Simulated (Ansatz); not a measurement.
Al2O3:

```xyz
5
Lattice="3.0175 0.0000 0.0000 -1.5087 2.6132 0.0000 0.0000 0.0000 7.5746" Properties=species:S:1:pos:R:3 pbc="T T T"
Al    0.0000    0.0000    5.4693
Al    0.0000    0.0000    2.1054
O     0.0000    0.0000    3.7873
O     1.5087    0.8711    6.0638
O     0.0000    1.7421    1.5108
```

Measurements of this composition are mostly on another form, of space group No. 167.

```yaml
Program: Ansatz 0.2.0
Task: relaxation of cell and atoms
Functional: PBEsol
Potentials_or_basis: Ansatz PAW
Cutoff: "420 eV (not typed: the program's choice for these potentials)"
k_mesh: 10 × 10 × 4
Occupations: fermi-dirac, width 0.05 eV
Spin: no spin polarisation
```

At the start: volume 11.95 Å³/atom.

Task: Where does the relaxation end?

Result: It ends after 16 steps and the volume is 12.33 Å³/atom (+3.2 %); space group P-3m1 (No. 164, to 0.05 Å).

The path:
| step | energy change (eV) | largest force (eV/Å) | volume (Å³) |
| --- | --- | --- | --- |
| 1 | 0.0000 | 0.1850 | 59.73 |
| 2 | -0.0145 | 0.1428 | 59.97 |
| 3 | -0.0196 | 0.0263 | 60.00 |
| 4 | -0.0200 | 0.0040 | 59.92 |
| 5 | -0.0200 | 0.0005 | 59.92 |
| 6 | -0.0219 | 0.0015 | 59.92 |
| 7 | -0.0208 | 0.0022 | 60.30 |
| 8 | -0.0194 | 0.0040 | 60.66 |
| 9 | -0.0227 | 0.0046 | 60.66 |
| 10 | -0.0211 | 0.0041 | 61.12 |
| 11 | -0.0230 | 0.0042 | 61.12 |
| 12 | -0.0225 | 0.0007 | 61.26 |
| 13 | -0.0218 | 0.0007 | 61.44 |
| 14 | -0.0231 | 0.0007 | 61.44 |
| 15 | -0.0222 | 0.0008 | 61.66 |
| 16 | -0.0232 | 0.0008 | 61.66 |

Final structure:
```yaml
crystal:
  lattice:
    - [2.98850, 0.00000, 0.00000]
    - [-1.49425, 2.58811, 0.00000]
    - [0.00000, 0.00000, 7.97222]
  atoms:
    - { symbol: Al, position: [0.00000, 0.00000, 0.70963] }
    - { symbol: Al, position: [0.00000, 0.00000, 0.29037] }
    - { symbol: O, position: [0.00000, 0.00000, 0.50000] }
    - { symbol: O, position: [0.66667, 0.33333, 0.78417] }
    - { symbol: O, position: [0.33333, 0.66667, 0.21583] }
```

Caveat: the plane-wave basis is chosen anew once the cell has moved, so the energies of steps on either side of that aren't comparable; the pressure holds a Pulay correction of +0.6 GPa for the finite cutoff; the PAW data sets come from PBE, with cores solved anew for the run's functional, which leaves a small shift of forces and pressure.
